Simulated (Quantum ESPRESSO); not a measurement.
HgTe under changes of volume

One of the cells (32.157 Å³/atom); the others are scaled copies at fixed shape and fractional positions:

```
Hg Te
1.0
     0.00000    3.18000    3.18000
     3.18000    0.00000    3.18000
     3.18000    3.18000    0.00000
Hg Te
1 1
Direct
  0.00000 0.00000 0.00000
  0.50000 0.50000 0.50000
```

Measurements of this composition are mostly on another form, of space group No. 216.

| Item | Value |
| --- | --- |
| Program | Quantum ESPRESSO 7.5 |
| Functional | PBE |
| Potentials or basis | SSSP 1.3 efficiency PBE |
| Cutoff | 816 eV |
| Density cutoff | 5987 eV |
| k mesh | 7 × 7 × 7 |
| Occupations | fermi-dirac, width 0.05 eV |
| Spin | no spin polarisation |

```csv
volume (Å³/atom),energy over the lowest point (meV/atom),pressure (GPa)
30.228,0.00,-2.0
30.871,?,?
31.514,21.59,-3.3
32.157,36.04,-3.9
32.801,52.45,-4.3
33.444,70.54,-4.7
34.087,90.05,-5.0
```

What does the run at 30.871 Å³/atom give?

Energy over the lowest point 9.45 meV/atom; pressure -2.7 GPa.

Worked out: A Birch-Murnaghan fit of order 3 (a polynomial in V^(-2/3)) to the other rows has no minimum within the range. It gives 9.46 meV/atom at 30.871 Å³/atom, against the run's 9.45, and -dE/dV = -2.7 GPa, against -2.7.

Energies are extrapolated to zero smearing.
